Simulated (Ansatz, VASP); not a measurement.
## One calculation of BN, two programs

```xyz
2
Lattice="0.0000 3.2892 2.4460 1.1778 0.0000 2.4460 1.1778 3.2892 0.0000" Properties=species:S:1:pos:R:3 pbc="T T T"
B     1.1778    3.2892    0.0002
N     1.1778    3.2892    3.2613
```

Alike in both runs: task single point; functional r2SCAN; k mesh 12 × 12 × 12; occupations gaussian, width 0.05 eV; no spin polarisation.

```csv
,VASP,Ansatz
version,VASP 6.6.1,Ansatz 0.2.0
potentials or method,"VASP PAW PBE potentials, release 64 (B, N)","scalar-relativistic, plane waves, PAW"
plane-wave cutoff (eV),520,500
valence electrons in the cell,8,8
```

|  | VASP | Ansatz | Ansatz less VASP |
| --- | --- | --- | --- |
| gap on the k mesh at the Fermi level (eV) | 3.04 | 3.02 | -0.015 |
| least direct gap on the mesh (eV) | 5.07 | 5.03 | -0.045 |
| pressure (GPa) | -13.6 | -13.9 | -0.31 |
| largest component of the traceless stress (GPa) | 69.61 | 69.75 | +0.138 |
| rms of the force components (eV/Å) | 0.076 | 0.061 | -0.0144 |

Atom by atom the forces differ by 0.014 eV/Å (rms over components). The functional is the same, so the differences come from potentials, cutoffs and numerics.

Caveats: the PAW data sets were made with another functional, which shifts forces and pressure a little (VASP). A k mesh can miss the band edges. r2SCAN opens gaps a little over a GGA but as a rule still falls short of measured ones.
